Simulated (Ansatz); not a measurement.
## Rh(111) with 4 layers of random Rh-Cu, 2x2: scattering by chemical disorder

Wanted: resistance against the alloy's length, first Rh(111) with 4 layers of random Rh-Cu, 2x2.

Method: Ansatz plane-wave DFT, PBE, PAW files; ballistic transport by layer matching (Landauer), zero bias; PAW set soft_1, in Ansatz 0.2.0.

**1. The starting structure**

The cell holds 40 atoms: 28 Rh and 12 Cu. Cell: a = 5.378 Å, b = 5.378 Å, c = 22.012 Å, α = 93.5°, β = 86.5°, γ = 120.0°. It derives from Rh. Regions: lead, 24 atoms (24 Rh); scattering region, 16 atoms (12 Cu and 4 Rh). The structure is stacked along c, and the current runs across the ab planes.

**2. With 4 alloy layers**

In 4 layers a share of 0.75 of the sites is given to Cu at random. The layers about the cell's end stay perfect and serve as the lead. Disorder leaves little or no symmetry, which makes such runs dear. Energies from -0.05 to 0.05 eV in steps of 0.05 eV are too few for the program's thermal sum, so it prints no conductance; for a metal the transmission near the Fermi level serves, at a fraction of the cost.

Contents of input.yaml:

```yaml
crystal:
  lattice:
    - [5.3783955991, 0.0, 0.0]
    - [-2.6891977995, 4.6578272204, 0.0]
    - [1.3445988998, -0.7763045367, 21.9572080876]
  atoms:
    - { symbol: Rh, position: [0.9916666667, 0.0083333333, 0.05] }
    - { symbol: Rh, position: [0.9916666667, 0.5083333333, 0.05] }
    - { symbol: Rh, position: [0.4916666667, 0.0083333333, 0.05] }
    - { symbol: Rh, position: [0.4916666667, 0.5083333333, 0.05] }
    - { symbol: Rh, position: [0.1416666667, 0.3583333333, 0.15] }
    - { symbol: Rh, position: [0.1416666667, 0.8583333333, 0.15] }
    - { symbol: Rh, position: [0.6416666667, 0.3583333333, 0.15] }
    - { symbol: Rh, position: [0.6416666667, 0.8583333333, 0.15] }
    - { symbol: Rh, position: [0.2916666667, 0.2083333333, 0.25] }
    - { symbol: Rh, position: [0.2916666667, 0.7083333333, 0.25] }
    - { symbol: Rh, position: [0.7916666667, 0.2083333333, 0.25] }
    - { symbol: Rh, position: [0.7916666667, 0.7083333333, 0.25] }
    - { symbol: Cu, position: [0.9416666667, 0.0583333333, 0.35] }
    - { symbol: Rh, position: [0.9416666667, 0.5583333333, 0.35] }
    - { symbol: Cu, position: [0.4416666667, 0.0583333333, 0.35] }
    - { symbol: Cu, position: [0.4416666667, 0.5583333333, 0.35] }
    - { symbol: Cu, position: [0.0916666667, 0.4083333333, 0.45] }
    - { symbol: Rh, position: [0.0916666667, 0.9083333333, 0.45] }
    - { symbol: Cu, position: [0.5916666667, 0.4083333333, 0.45] }
    - { symbol: Cu, position: [0.5916666667, 0.9083333333, 0.45] }
    - { symbol: Cu, position: [0.2416666667, 0.2583333333, 0.55] }
    - { symbol: Cu, position: [0.2416666667, 0.7583333333, 0.55] }
    - { symbol: Rh, position: [0.7416666667, 0.2583333333, 0.55] }
    - { symbol: Cu, position: [0.7416666667, 0.7583333333, 0.55] }
    - { symbol: Cu, position: [0.8916666667, 0.1083333333, 0.65] }
    - { symbol: Cu, position: [0.8916666667, 0.6083333333, 0.65] }
    - { symbol: Rh, position: [0.3916666667, 0.1083333333, 0.65] }
    - { symbol: Cu, position: [0.3916666667, 0.6083333333, 0.65] }
    - { symbol: Rh, position: [0.0416666667, 0.4583333333, 0.75] }
    - { symbol: Rh, position: [0.0416666667, 0.9583333333, 0.75] }
    - { symbol: Rh, position: [0.5416666667, 0.4583333333, 0.75] }
    - { symbol: Rh, position: [0.5416666667, 0.9583333333, 0.75] }
    - { symbol: Rh, position: [0.1916666667, 0.3083333333, 0.85] }
    - { symbol: Rh, position: [0.1916666667, 0.8083333333, 0.85] }
    - { symbol: Rh, position: [0.6916666667, 0.3083333333, 0.85] }
    - { symbol: Rh, position: [0.6916666667, 0.8083333333, 0.85] }
    - { symbol: Rh, position: [0.8416666667, 0.1583333333, 0.95] }
    - { symbol: Rh, position: [0.8416666667, 0.6583333333, 0.95] }
    - { symbol: Rh, position: [0.3416666667, 0.1583333333, 0.95] }
    - { symbol: Rh, position: [0.3416666667, 0.6583333333, 0.95] }
kpoints:
  mp_grid: { grid: [5, 5, 1] }
hamiltonian:
  xc: pbe
  pseudopotentials: { kind: paw, azcp: { folder: soft_1 } }
scf:
  occupations: { method: fermi_dirac, width: 0.1 }
output:
  transmission:
    leads: [[0, 4]]
    kmesh: [10, 10]
    e_range: [-0.05, 0.05]
    de: 0.05
  write_potential: true
  write_density: true
  volumetric_format: npy
```

Launch:

```console
$ ansatz run input.yaml --threads 4 --pin off --max-ram 15360MiB --backend cpu --events-out ev --progress --plain --runs-dir out
```

Numbers of over 12 decimals in the logs are rounded to 6 here.

Log:

```text
Engine: ansatz 0.2.0, aarch64-unknown-linux-gnu
Pseudopotentials: kind: paw
Pseudopotential: Rh, paw, valence charge 17, recommended cutoff 420 eV (normal), soft_1/Rh.paw.azcp
Pseudopotential: Cu, paw, valence charge 19, recommended cutoff 420 eV (normal), soft_1/Cu.paw.azcp
Functional definition: PBE
  parameter kappa = 0.804
  parameter beta = 0.066725
  exchange = pbe_x(kappa = kappa, mu = beta*pi^2/3)
  correlation = pbe_c(beta = beta)
Crystal: 40 atoms, lattice volume = 550.064 Å³
Basis set: ecut = 420 eV, 10671 PW (Γ)
Bands: 423, of which v1, the nominal top of the filled ones, is band 352 counted from 1 (351 counted from 0)
Symmetry: 2 space group operations
Space group: C2 (ITA 5), of the structure as read, at distance tolerance 8.2e-5 Å
k-points: 9 of 25 (time reversal used)
Non-local potential: Rh, projectors of the file, l = 0: 3, l = 1: 2, l = 2: 2, l = 3: 1
Non-local potential: Cu, projectors of the file, l = 0: 3, l = 1: 2, l = 2: 3, l = 3: 1
PAW form: soft (Blöchl's): semilocal exchange-correlation on the pseudo side does not see the compensation charge
PAW one-centre angular grid: Rh, 590 points (default); XC on 64 Gauss nodes
PAW one-centre angular grid: Cu, 590 points (default); XC on 64 Gauss nodes
Initial density: superposition of atomic densities (chi_scale 0.1, normalization cell, long waves of neutral atoms (reshape's long-wave potential 13.26 eV rms, cloud 2.74 Å wide))
Initial wavefunctions: pseudopotential atomic-orbital guess
Functional: x = pbe(κ = 0.804, μ = 0.219515), c = pbe(β = 0.066725)
SCF iter   1: F=—  HF=-258808.759349 eV  |F-HF|=—  |Δ(HF+E_count)|=         —  Δρ=1.31e-1  dr2=3.28e2  ethr=3.10e-3  ⟨swp⟩=4.0  Hψ=10941  notcnv=0  defer=67
preconditioner: auto → Kerker (q_TF=auto, 2.843 Å⁻¹)  [metal: Δε(μ)=0.004 eV  Ē_g=7.280 eV  σ=0.100 eV  W_gap=0.01  n_scr=228 (ndim 8)  ℏωp=31.0 eV  f_vac=0.000  D(μ)=36.72/eV (n_scr^D=356)]
SCF iter   2: F=—  HF=-258789.112546 eV  |F-HF|=—  |Δ(HF+E_count)|=    1.96e1  Δρ=6.20e-2  dr2=9.99e1  ethr=3.10e-3  ⟨swp⟩=2.2  Hψ=6696  notcnv=0  defer=270
SCF iter   3: F=—  HF=-258784.034813 eV  |F-HF|=—  |Δ(HF+E_count)|=    5.08e0  Δρ=1.91e-2  dr2=2.10e0  ethr=3.10e-3  ⟨swp⟩=2.7  Hψ=6794  notcnv=0  defer=272
SCF iter   4: F=—  HF=-258783.885725 eV  |F-HF|=—  |Δ(HF+E_count)|=   1.49e-1  Δρ=1.06e-2  dr2=2.57e0  ethr=2.99e-4  ⟨swp⟩=2.0  Hψ=5789  notcnv=0  defer=291
SCF iter   5: F=—  HF=-258783.796335 eV  |F-HF|=—  |Δ(HF+E_count)|=   8.94e-2  Δρ=1.88e-3  dr2=2.23e-1  ethr=2.99e-4  ⟨swp⟩=1.8  Hψ=3630  notcnv=0  defer=291
SCF iter   6: F=—  HF=-258783.795567 eV  |F-HF|=—  |Δ(HF+E_count)|=   7.68e-4  Δρ=2.29e-3  dr2=1.65e-1  ethr=3.17e-5  ⟨swp⟩=1.0  Hψ=3605  notcnv=0  defer=291
SCF iter   7: F=—  HF=-258783.792052 eV  |F-HF|=—  |Δ(HF+E_count)|=   3.52e-3  Δρ=1.47e-3  dr2=2.34e-2  ethr=2.34e-5  ⟨swp⟩=1.0  Hψ=3507  notcnv=0  defer=291
SCF iter   8: F=—  HF=-258783.790936 eV  |F-HF|=—  |Δ(HF+E_count)|=   1.12e-3  Δρ=3.66e-4  dr2=3.10e-3  ethr=3.33e-6  ⟨swp⟩=2.0  Hψ=4246  notcnv=0  defer=291
SCF iter   9: F=—  HF=-258783.790913 eV  |F-HF|=—  |Δ(HF+E_count)|=   2.31e-5  Δρ=1.71e-4  dr2=1.67e-4  ethr=4.40e-7  ⟨swp⟩=1.9  Hψ=4096  notcnv=0  defer=291
SCF iter  10: F=—  HF=-258783.790910 eV  |F-HF|=—  |Δ(HF+E_count)|=   2.64e-6  Δρ=4.80e-5  dr2=8.37e-5  ethr=2.37e-8  ⟨swp⟩=2.0  Hψ=4877  notcnv=0  defer=291
SCF iter  11: F=—  HF=-258783.791673 eV  |F-HF|=—  |Δ(HF+E_count)|=   7.62e-4  Δρ=2.98e-5  dr2=2.00e-5  ethr=1.19e-8  ⟨swp⟩=1.0  Hψ=3708  notcnv=0  defer=282
SCF iter  12: F=—  HF=-258783.791673 eV  |F-HF|=—  |Δ(HF+E_count)|=   2.61e-7  Δρ=1.26e-5  dr2=1.93e-6  ethr=2.85e-9  ⟨swp⟩=1.0  Hψ=3507  notcnv=0  defer=282
SCF iter  13: F=—  HF=-258783.791673 eV  |F-HF|=—  |Δ(HF+E_count)|=   8.58e-8  Δρ=5.42e-6  dr2=4.19e-7  ethr=2.74e-10  ⟨swp⟩=2.0  Hψ=4333  notcnv=0  defer=282
SCF iter  14: F=-258783.791673 eV  HF=-258783.791673 eV  |F-HF|=5.10e-8  |Δ(HF+E_count)|=   2.36e-8  Δρ=1.69e-6  dr2=5.44e-8  ethr=1.42e-11  ⟨swp⟩=8.0  Hψ=11000  notcnv=0
SCF 1 converged in 14 iterations: F = -258783.791673 eV  dr2 = 5.44e-8
  greatest PAW one-centre occupation: 1.000 electrons in one spin orbital (limit 2), on the Rh atom at site 38 (counted from 0), in its partial waves of l = 0
transmission: 205 of 2028 steps passed
transmission: 406 of 2028 steps passed
[...]
transmission: 2028 of 2028 steps passed
SCF converged after 14 iterations
Free energy (F): -258783.791673 eV
Harris-Foulkes:  -258783.791673 eV  (|F-HF|=5.10e-8)
Internal energy: -258782.259203 eV  (E = F + TS)
E sigma→0 (E₀):  -258783.025438 eV
Entropy (-TS):   -1.532470 eV (-38.312 meV/atom)
Fermi energy:    19.556517 eV
--- Per-component energies (eV) ---
  E_band       = -7215.728765
  E_kinetic    = 18155.571597
  E_local      = -101695.041298  (includes V_loc(G=0)·N_el)
  E_nonlocal   = 19044.391725
  E_hartree    = 41206.520915
  E_xc         = -6465.499687
  E_vxc        = -8142.355472  (∫ρ·V_xc dr)
  E_paw        = -122676.617838  (= ΣΔE_a)
  E_vpaw       = -16991.331230  (= ΣTr[D̂ρ^β])
  E_aug_tail   = 0.016289  (compensation charges beyond the density's cutoff)
  E_ewald      = -106351.600907
  E_smearing   = -1.532470  (= −TS)
  E_closure    = -0.000000  (closes the sum)
  Σ components = -258783.791673   (vs F -258783.791673, Δ=0.00e0)
--- Band table (eV; the first three rows and the last of 9) ---
  k-point 0: bands = [... 348 lower, 20.0218, 20.0265, 20.0446, 20.0617, 20.1321, 20.1341, 20.1353, 20.1494, ... 67 higher]
  k-point 1: bands = [... 348 lower, 19.7095, 19.7272, 19.7355, 19.7610, 19.8007, 19.8164, 19.8556, 19.8845, ... 67 higher]
  k-point 2: bands = [... 348 lower, 19.1701, 19.2318, 19.2609, 19.3004, 19.3161, 19.3908, 19.4379, 19.5083, ... 67 higher]
  k-point 8: bands = [... 348 lower, 19.1548, 19.2089, 19.2516, 19.2631, 19.2864, 19.3062, 19.4405, 19.5706, ... 67 higher]
--- Transmission ---
  basis      : 211 plane waves across, 39 finite elements along
  points     : 52, standing for a mesh of 10 x 10
  energies   : 3 from -0.050000 to 0.050000 eV about the Fermi level, 0.050000 eV apart; the leads are filled to 0.000000 eV, and channels, transmission and decay are at 0.000000 eV
  crystal 0  : Rh4, at the sites [0, 4], period 2.1957 Å, over 13.17 Å; its Hamiltonian steps by up to 39.2 meV: too much for a lead, lay more layers or, if its atoms are ordered, name the step of that order
    offset         : up to 0.0000 Å between an atom of the period and one for which it stands
    channels       : 7.040000e0 a spin
    conductance    : none, the energies end too early or step too widely for 300 K: set another output.transmission.e_range or a lower de, or, where they end at an eighth of basis.ecutwfc, a higher one
  junction   : crystal 0 to crystal 0, 0.70 to 20.46 Å
    transmission   : 1.821936e0 a spin
    conductance    : none, the energies end too early or step too widely for 300 K: set another output.transmission.e_range or a lower de, or, where they end at an eighth of basis.ecutwfc, a higher one
```

Elapsed: 8.2 min, on 4 threads of Arm Neoverse V1, shared host; peak memory 4.8 GiB.

This step gave:

```
free energy                                    : -258783.7917 eV
energy at zero smearing                        : -258783.0254 eV
Fermi energy                                   : 19.56 eV
cell area                                      : 25.05 Å²
transmission per spin nearest the Fermi level  : 1.822
open channels per spin nearest the Fermi level : 7.04
step of the lead's potential                   : 39.2 meV
```

Per spin. Table of transmission, zone mean by energy, zero at the Fermi level:

```
energy (eV)  transmission, zone mean
    -0.0500                     1.85
     0.0000                     1.82
     0.0500                     1.78
```

Per spin. Open channels, zone mean, lead against energy, zero at the Fermi level:

```
energy (eV)  open channels, zone mean, lead
    -0.0500                            6.72
     0.0000                            7.04
     0.0500                            7.08
```

Open channels over k1 and k2. At 0.0000 eV from the Fermi level.

Ten even steps from '_' (5.0) to '@' (12.0):
```
......##........##..
__..::====::....####
..##==..::..==##....
....==::++++::==....
....::..++@@++..::..
......==::++++::==..
......##==..::..==##
__####....::====::..
....##........##....
....__..........__..
```
Columns: k1 (b1) from -0.5 to 0.4; rows upwards: k2 (b2) from -0.5 to 0.4.

Over the solved energies the transmission per spin lies between 1.78 and 1.85, out of 6.95 channels of the lead on average (up to 7.08). The log calls the step of a lead's potential too much.

**3. With 8 alloy layers**

In 8 layers a share of 0.75 of the sites is given to Cu at random. A fresh draw is used; the growth of the resistance with length is what counts.

System of this step: Rh(111) with 8 layers of random Rh-Cu, 2x2. The cell holds 56 atoms: 32 Rh and 24 Cu. Cell: a = 5.378 Å, b = 5.378 Å, c = 30.779 Å, α = 87.5°, β = 92.5°, γ = 120.0°. It derives from Rh. Regions: lead, 24 atoms (24 Rh); scattering region, 32 atoms (8 Rh and 24 Cu). The structure is stacked along c, and the current runs across the ab planes.

Contents of input.yaml:

```yaml
crystal:
  lattice:
    - [5.3783955991, 0.0, 0.0]
    - [-2.6891977995, 4.6578272204, 0.0]
    - [-1.3445988998, 0.7763045367, 30.7400913226]
  atoms:
    - { symbol: Rh, position: [0.005952381, 0.994047619, 0.0357142857] }
    - { symbol: Rh, position: [0.005952381, 0.494047619, 0.0357142857] }
    - { symbol: Rh, position: [0.505952381, 0.994047619, 0.0357142857] }
    - { symbol: Rh, position: [0.505952381, 0.494047619, 0.0357142857] }
    - { symbol: Rh, position: [0.1845238095, 0.3154761905, 0.1071428571] }
    - { symbol: Rh, position: [0.1845238095, 0.8154761905, 0.1071428571] }
    - { symbol: Rh, position: [0.6845238095, 0.3154761905, 0.1071428571] }
    - { symbol: Rh, position: [0.6845238095, 0.8154761905, 0.1071428571] }
    - { symbol: Rh, position: [0.3630952381, 0.1369047619, 0.1785714286] }
    - { symbol: Rh, position: [0.3630952381, 0.6369047619, 0.1785714286] }
    - { symbol: Rh, position: [0.8630952381, 0.1369047619, 0.1785714286] }
    - { symbol: Rh, position: [0.8630952381, 0.6369047619, 0.1785714286] }
    - { symbol: Rh, position: [0.0416666667, 0.9583333333, 0.25] }
    - { symbol: Cu, position: [0.0416666667, 0.4583333333, 0.25] }
    - { symbol: Cu, position: [0.5416666667, 0.9583333333, 0.25] }
    - { symbol: Cu, position: [0.5416666667, 0.4583333333, 0.25] }
    - { symbol: Cu, position: [0.2202380952, 0.2797619048, 0.3214285714] }
    - { symbol: Cu, position: [0.2202380952, 0.7797619048, 0.3214285714] }
    - { symbol: Cu, position: [0.7202380952, 0.2797619048, 0.3214285714] }
    - { symbol: Rh, position: [0.7202380952, 0.7797619048, 0.3214285714] }
    - { symbol: Cu, position: [0.3988095238, 0.1011904762, 0.3928571429] }
    - { symbol: Cu, position: [0.3988095238, 0.6011904762, 0.3928571429] }
    - { symbol: Cu, position: [0.8988095238, 0.1011904762, 0.3928571429] }
    - { symbol: Rh, position: [0.8988095238, 0.6011904762, 0.3928571429] }
    - { symbol: Cu, position: [0.0773809524, 0.9226190476, 0.4642857143] }
    - { symbol: Cu, position: [0.0773809524, 0.4226190476, 0.4642857143] }
    - { symbol: Rh, position: [0.5773809524, 0.9226190476, 0.4642857143] }
    - { symbol: Cu, position: [0.5773809524, 0.4226190476, 0.4642857143] }
    - { symbol: Cu, position: [0.255952381, 0.244047619, 0.5357142857] }
    - { symbol: Cu, position: [0.255952381, 0.744047619, 0.5357142857] }
    - { symbol: Cu, position: [0.755952381, 0.244047619, 0.5357142857] }
    - { symbol: Cu, position: [0.755952381, 0.744047619, 0.5357142857] }
    - { symbol: Rh, position: [0.4345238095, 0.0654761905, 0.6071428571] }
    - { symbol: Cu, position: [0.4345238095, 0.5654761905, 0.6071428571] }
    - { symbol: Rh, position: [0.9345238095, 0.0654761905, 0.6071428571] }
    - { symbol: Cu, position: [0.9345238095, 0.5654761905, 0.6071428571] }
    - { symbol: Cu, position: [0.1130952381, 0.8869047619, 0.6785714286] }
    - { symbol: Cu, position: [0.1130952381, 0.3869047619, 0.6785714286] }
    - { symbol: Cu, position: [0.6130952381, 0.8869047619, 0.6785714286] }
    - { symbol: Cu, position: [0.6130952381, 0.3869047619, 0.6785714286] }
    - { symbol: Cu, position: [0.2916666667, 0.2083333333, 0.75] }
    - { symbol: Cu, position: [0.2916666667, 0.7083333333, 0.75] }
    - { symbol: Rh, position: [0.7916666667, 0.2083333333, 0.75] }
    - { symbol: Rh, position: [0.7916666667, 0.7083333333, 0.75] }
    - { symbol: Rh, position: [0.4702380952, 0.0297619048, 0.8214285714] }
    - { symbol: Rh, position: [0.4702380952, 0.5297619048, 0.8214285714] }
    - { symbol: Rh, position: [0.9702380952, 0.0297619048, 0.8214285714] }
    - { symbol: Rh, position: [0.9702380952, 0.5297619048, 0.8214285714] }
    - { symbol: Rh, position: [0.1488095238, 0.8511904762, 0.8928571429] }
    - { symbol: Rh, position: [0.1488095238, 0.3511904762, 0.8928571429] }
    - { symbol: Rh, position: [0.6488095238, 0.8511904762, 0.8928571429] }
    - { symbol: Rh, position: [0.6488095238, 0.3511904762, 0.8928571429] }
    - { symbol: Rh, position: [0.3273809524, 0.1726190476, 0.9642857143] }
    - { symbol: Rh, position: [0.3273809524, 0.6726190476, 0.9642857143] }
    - { symbol: Rh, position: [0.8273809524, 0.1726190476, 0.9642857143] }
    - { symbol: Rh, position: [0.8273809524, 0.6726190476, 0.9642857143] }
kpoints:
  mp_grid: { grid: [5, 5, 1] }
hamiltonian:
  xc: pbe
  pseudopotentials: { kind: paw, azcp: { folder: soft_1 } }
scf:
  occupations: { method: fermi_dirac, width: 0.1 }
output:
  transmission:
    leads: [[0, 4]]
    kmesh: [10, 10]
    e_range: [-0.05, 0.05]
    de: 0.05
  write_potential: true
  write_density: true
  volumetric_format: npy
```

Log:

```text
[...]
Crystal: 56 atoms, lattice volume = 770.090 Å³
Basis set: ecut = 420 eV, 14937 PW (Γ)
Bands: 600, of which v1, the nominal top of the filled ones, is band 500 counted from 1 (499 counted from 0)
Symmetry: 1 space group operations
[...]
k-points: 13 of 25 (time reversal used)
[...]
SCF iter   1: F=—  HF=-363930.195189 eV  |F-HF|=—  |Δ(HF+E_count)|=         —  Δρ=1.34e-1  dr2=2.93e2  ethr=3.10e-3  ⟨swp⟩=4.0  Hψ=22485  notcnv=0  defer=160
[...]
SCF iter  16: F=-363896.663371 eV  HF=-363896.663371 eV  |F-HF|=6.26e-8  |Δ(HF+E_count)|=   1.16e-8  Δρ=1.33e-6  dr2=6.04e-8  ethr=1.00e-11  ⟨swp⟩=8.2  Hψ=23105  notcnv=0
SCF 1 converged in 16 iterations: F = -363896.663371 eV  dr2 = 6.04e-8
[...]
transmission: 284 of 2808 steps passed
transmission: 564 of 2808 steps passed
[...]
transmission: 2808 of 2808 steps passed
SCF converged after 16 iterations
Free energy (F): -363896.663371 eV
[...]
Internal energy: -363894.737212 eV  (E = F + TS)
E sigma→0 (E₀):  -363895.700292 eV
Entropy (-TS):   -1.926159 eV (-34.396 meV/atom)
Fermi energy:    18.370186 eV
[...]
--- Band table (eV; the first three rows and the last of 13) ---
  k-point 0: bands = [... 496 lower, 18.8085, 18.8358, 18.8514, 18.8692, 18.8963, 18.9434, 18.9476, 18.9489, ... 96 higher]
  k-point 1: bands = [... 496 lower, 18.5153, 18.5346, 18.5509, 18.5647, 18.5796, 18.5874, 18.6337, 18.6565, ... 96 higher]
  k-point 2: bands = [... 496 lower, 18.0730, 18.1146, 18.1272, 18.1573, 18.1759, 18.2488, 18.3027, 18.3358, ... 96 higher]
  k-point 12: bands = [... 496 lower, 18.1814, 18.2124, 18.2587, 18.3096, 18.3352, 18.3405, 18.3987, 18.4467, ... 96 higher]
--- Transmission ---
  basis      : 211 plane waves across, 54 finite elements along
  points     : 52, standing for a mesh of 10 x 10
[...]
channels       : 7.020000e0 a spin
[...]
junction   : crystal 0 to crystal 0, 0.70 to 29.24 Å
    transmission   : 1.187730e0 a spin
[...]
```

Wall time 18 min (4 threads); peak memory 9 GiB; 70 min of CPU time.

This step gave:

```yaml
free_energy: -363896.6634 eV
energy_at_zero_smearing: -363895.7003 eV
fermi_energy: 18.37 eV
transmission_per_spin_nearest_the_fermi_level: 1.188
open_channels_per_spin_nearest_the_fermi_level: 7.02
step_of_the_lead_s_potential: 29.1 meV
```

Per spin. Table of transmission, zone mean by energy, zero at the Fermi level:

```
energy (eV)  transmission, zone mean
    -0.0500                     1.08
     0.0000                     1.19
     0.0500                     1.29
```

Over the solved energies the transmission per spin lies between 1.08 and 1.29, out of 6.92 channels of the lead on average (up to 7.02). The log calls the step of a lead's potential too much.

(Continued in part 2 of 2.)

[Logs are printed without paths, hosts, clocks, repeated set-up lines and the standing remarks that a program may print on its own settings, such as how far it seeks lower states.]

[Hosts, paths, dates, database ids (printed as entryN), source tags and the programs' standing remarks are cut or masked in the printed files.]
